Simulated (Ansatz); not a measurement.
# Trial structures of InGa2N3: starts and ends

Method: DFT PBE, scalar-relativistic, plane waves, PAW (Ansatz 0.2.0). All cells share a 420 eV cutoff and Γ-centred k meshes spaced at most about 0.3 Å⁻¹ (about 0.25 or finer for metals, 2π included). Collinear spin in cells that started with moments and kept them past the coarse steps, no spin elsewhere.

Each guess was relaxed in cell and atoms at zero pressure, within the symmetry of its start. All energies are static (0 K, no zero-point motion). Coordination counts N atoms around Ga and In (those within 1.25 times the shortest such distance or 1.15 times the sum of covalent radii, 1.27 where that leaves under three; a plus sign parts nearer from farther groups; the shortest distance is added where it exceeds 1.18 times the sum of covalent radii).

```tsv
guess	made from	start group	V start (Å³/atom)	end group	V end (Å³/atom)	coordination at the end	gap on mesh (eV)	largest moment (μB)	E over the lowest end (meV/atom)
1	Hf2GaSb3 type	P-4m2	13.9	P-4m2	14.9	In 4, Ga 5	0	-	261
2	Zr2AlFe3 type	R-3m	17.2	?	?	?	?	?	?
3	random cell	I4/mmm	15.9	I4/mmm	21.4	In 4+2 from 3.1 Å, Ga 2	0	2.1	1250
4	CaSm2S3 type	P-3m1	14.2	P-3m1	10.8	In 6, Ga 6	0.34	-	0
```

Guess 2 as it starts:

```yaml
crystal:
  lattice:
    - [2.61222, 1.50817, 4.35727]
    - [-2.61222, 1.50817, 4.35727]
    - [0.00000, -3.01633, 4.35727]
  atoms:
    - { symbol: In, position: [0.50000, 0.50000, 0.50000] }
    - { symbol: Ga, position: [0.12220, 0.12220, 0.12220] }
    - { symbol: Ga, position: [0.87780, 0.87780, 0.87780] }
    - { symbol: N, position: [0.00000, 0.50000, 0.50000] }
    - { symbol: N, position: [0.50000, 0.00000, 0.50000] }
    - { symbol: N, position: [0.50000, 0.50000, 0.00000] }
```

Question: Fill in the missing row: what does this guess relax into, and where does it rank?

Answer: It ends in space group R-3m (No. 166), with a = 5.915 Å, c = 8.232 Å, 13.9 Å³/atom and no gap, with moments up to 0.5 μB. It lies 0.80 eV/atom over the lowest end, above guess 1 and below guess 3. Counting N atoms around Ga and In, this end has In 6, Ga 3 and the lowest (guess 4) has In 6, Ga 6.

```
In Ga N
1.0
     2.95731    1.70740    2.74413
    -2.95731    1.70740    2.74413
     0.00000   -3.41480    2.74413
In Ga N
1 2 3
Direct
  0.50000 0.50000 0.50000
  0.17018 0.17018 0.17018
  0.82982 0.82982 0.82982
  0.00000 0.50000 0.50000
  0.50000 0.00000 0.50000
  0.50000 0.50000 0.00000
```

Formation energies are uncorrected and refer to the elements' standard structures at the same level (N₂ as a molecule).

Question: Is the lowest end bound against the elements?

Answer: No: its formation energy is +0.189 eV/atom. It can't be a ground state, since the elements alone are lower.

No dispersion correction is applied, so the spacing and binding between layers, chains or molecules are poorly described (P-4m2), and this can change margins and order among such cells. Kohn–Sham gaps at this level usually fall short of measured ones. The zero gap of P-4m2 may come from the functional, which often closes small gaps. A magnetic state wasn't ruled out in cells without spin, among them P-4m2. The magnetic state reached may not be the lowest. Cells relaxed within their symmetry can be saddle points. A lower structure may well exist outside this small set. Some candidate types were left out of the draw beforehand, so a known form may be missing.

Across the four ends, the energy rises as Ga loses nitrogen neighbours, whereas neither In coordination nor volume gives the same order: guess 2 is denser than guess 1 yet lies higher. This suggests that saturating the short, strongly polar Ga–N bonds matters most. Where Ga keeps only two or three neighbours, N 2p states are probably left poorly stabilised, which would fit the metallic, spin-polarised ends. With trivalent cations and nitride ions the composition is charge-balanced, so the gap in the lowest end needs no unusual oxidation state.

That end is nevertheless an unexpected winner. GaN and InN both prefer tetrahedral wurtzite networks at ambient pressure, and dense sixfold coordination is typical of their high-pressure forms. GaN is also clearly bound against its elements, so the positive formation energy most likely reflects the lack of a fully tetrahedral candidate in the set rather than an intrinsic failure of this composition to bind. Whether an ordered wurtzite-derived cell would withstand separation into GaN and InN is a different question, which these energies leave open.
